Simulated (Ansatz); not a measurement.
The following input was run with Ansatz 0.2.0.

```yaml
crystal:
  lattice:
    - [0.0, 2.9216612883, 2.9216612883]
    - [2.9216612883, 0.0, 2.9216612883]
    - [2.9216612883, 2.9216612883, 0.0]
  atoms:
    - { symbol: Ag, position: [0.0, 0.0, 0.0] }
    - { symbol: Br, position: [0.5, 0.5, 0.5] }
basis:
  ecutwfc: 420
kpoints:
  mp_grid: { grid: [8, 8, 8] }
  band_path:
    path:
      - [[0.0, 0.0, 0.0], [0.5, 0.0, 0.5], [0.625, 0.25, 0.625]]
      - [[0.375, 0.375, 0.75], [0.0, 0.0, 0.0], [0.5, 0.5, 0.5], [0.5, 0.25, 0.75], [0.5, 0.0, 0.5]]
    npoints: 14
hamiltonian:
  xc: pbesol
scf:
  occupations: { method: gaussian, width: 0.02 }
  n_extra_bands: 6
output:
  forces: true
  stress: true
  eigenvalues: true
  populations: true
  dos: { projected: true, de: 0.02, nscf_kmesh: { grid: [12, 12, 12] } }
  bader: true
```

Launched with
```bash
ansatz run input.yaml --threads 1 --pin off --max-ram 2560MiB --backend cpu --events-out ev --progress --plain --runs-dir out
```

Theory: DFT PBEsol, scalar-relativistic, plane waves, PAW in Ansatz 0.2.0.

From the run's log, abridged:

```
scf.n_extra_bands = 6 over 13 filled bands (N_el = 26.0): the run solves 19 bands
Pseudopotentials: kind: paw
Pseudopotential: Ag, paw, valence charge 19, recommended cutoff 420 eV (normal)
Pseudopotential: Br, paw, valence charge 7, recommended cutoff 420 eV (normal)
Functional definition: PBEsol
Crystal: 2 atoms, lattice volume = 49.879 Å³
Basis set: ecut = 420 eV, 941 PW (Γ), exchange–correlation on 60×60×60 points (8 copies of the dense FFT grid, shifted against one another)
Bands: 19, of which v1, the nominal top of the filled ones, is band 13 counted from 1 (12 counted from 0)
Symmetry: 48 space group operations
Space group: Fm-3m (ITA 225), of the structure as read, at distance tolerance 3.7e-5 Å
k-points: 29 of 512
Initial density: superposition of atomic densities (neutral atoms: chi_scale 0, normalization atom), corrected by the library's trained network
Initial wavefunctions: pseudopotential atomic-orbital guess
Functional: x = pbesol(κ = 0.804, μ = 0.12345679), c = pbesol(β = 0.046)
SCF iter   1: F=—  HF=-10259.201913 eV  |F-HF|=—  |Δ(HF+E_count)|=         —  Δρ=5.43e-3  dr2=1.52e-2  ethr=1.77e-3  ⟨swp⟩=5.1  Hψ=2708  notcnv=0
SCF iter   2: F=—  HF=-10259.199090 eV  |F-HF|=—  |Δ(HF+E_count)|=   2.82e-3  Δρ=2.11e-3  dr2=1.45e-3  ethr=5.85e-5  ⟨swp⟩=2.7  Hψ=1219  notcnv=0  defer=45
SCF iter   3: F=—  HF=-10259.198740 eV  |F-HF|=—  |Δ(HF+E_count)|=   3.50e-4  Δρ=7.57e-4  dr2=2.09e-4  ethr=5.57e-6  ⟨swp⟩=2.0  Hψ=968  notcnv=0  defer=45
SCF iter   4: F=—  HF=-10259.198712 eV  |F-HF|=—  |Δ(HF+E_count)|=   2.78e-5  Δρ=3.08e-4  dr2=2.64e-5  ethr=8.03e-7  ⟨swp⟩=2.1  Hψ=647  notcnv=0  defer=45
SCF iter   5: F=—  HF=-10259.198727 eV  |F-HF|=—  |Δ(HF+E_count)|=   1.46e-5  Δρ=3.57e-5  dr2=3.49e-7  ethr=1.02e-7  ⟨swp⟩=1.6  Hψ=636  notcnv=0  defer=45
SCF iter   6: F=-10259.198727 eV  HF=-10259.198727 eV  |F-HF|=1.13e-9  |Δ(HF+E_count)|=   1.56e-7  Δρ=3.39e-6  dr2=5.21e-9  ethr=3.85e-10  ⟨swp⟩=9.1  Hψ=2656  notcnv=0
SCF 1 converged in 6 iterations: F = -10259.198727 eV  dr2 = 5.21e-9
SCF converged after 6 iterations
Free energy (F): -10259.198727 eV
Harris-Foulkes:  -10259.198727 eV  (|F-HF|=1.13e-9)
Internal energy: -10259.198727 eV  (E = F + TS)
E sigma→0 (E₀):  -10259.198727 eV
Fermi energy:    7.469777 eV
--- Per-component energies (eV) ---
  E_band       = -382.264665
  E_kinetic    = 659.875656
  E_local      = -3403.062887  (includes V_loc(G=0)·N_el)
  E_nonlocal   = 156.796213
  E_hartree    = 1483.375251
  E_xc         = -442.238026
  E_vxc        = -334.328456  (∫ρ·V_xc dr)
  E_paw        = -6041.020799  (= ΣΔE_a)
  E_vpaw       = -428.300556  (= ΣTr[D̂ρ^β])
  E_aug_tail   = 0.000290  (compensation charges beyond the density's cutoff)
  E_ewald      = -2673.339434
  E_core_change = 0.415009  (= ΣΔE_core)
  E_smearing   =  0.000000  (= −TS)
--- Forces (eV/Å), atoms counted from 1 ---
  atom   1  Ag     0.00000000     0.00000000     0.00000000
  atom   2  Br     0.00000000     0.00000000     0.00000000
--- Stress (GPa, compression-positive) ---
       -3.635544       0.000000       0.000000
        0.000000      -3.635544       0.000000
        0.000000       0.000000      -3.635544
  P = ⅓ Tr σ = -3.6355 GPa (-36.355 kbar)
--- Band table (eV; the first three rows and the last of 29) ---
  k-point 0: bands = ["-82.6540", "-46.2060", "-46.2060", "-46.2060", "-7.5742", "4.6063", "4.6063", "4.6089", "4.6089", "4.6089", "5.4470", "5.4470", "5.4470", "7.7299", "17.0395", "17.0395", "17.0395", "18.1951", "18.6480"]
  k-point 1: bands = ["-82.6540", "-46.2062", "-46.2060", "-46.2060", "-7.5213", "4.2440", "4.2440", "4.2855", "4.6472", "4.6472", "5.0839", "5.8708", "5.8708", "8.5648", "15.6823", "16.6325", "16.6325", "17.9642", "17.9642"]
  k-point 2: bands = ["-82.6540", "-46.2066", "-46.2061", "-46.2061", "-7.3883", "3.3400", "3.7670", "3.7670", "4.7426", "4.7426", "5.0471", "6.5076", "6.5076", "9.8948", "14.2270", "15.3406", "15.3406", "18.0683", "18.4473"]
  k-point 28: bands = ["-82.6539", "-46.2068", "-46.2068", "-46.2065", "-7.1300", "3.3040", "3.5573", "3.5573", "4.9657", "4.9776", "5.0785", "5.0785", "5.7909", "10.8367", "14.1968", "14.7209", "14.7209", "19.7108", "19.7108"]
--- Löwdin populations: 2 sites ---
  site symbol q [e]
     0     Ag     18.4996
     1     Br      7.4108
  spilling = 0.003448 (of n_electrons = 26.000000)
--- Bader charges: 2 sites ---
  site symbol charge [e]  shift [e]
     0     Ag      0.4630     0.0000
     1     Br     -0.4630     0.0000
  estimated error of the sums over rays = 2.6e-4 e
```

The run converged.

The run took 12 s on 1 thread of Arm Neoverse V1, on a shared host, peak memory 0.31 GiB.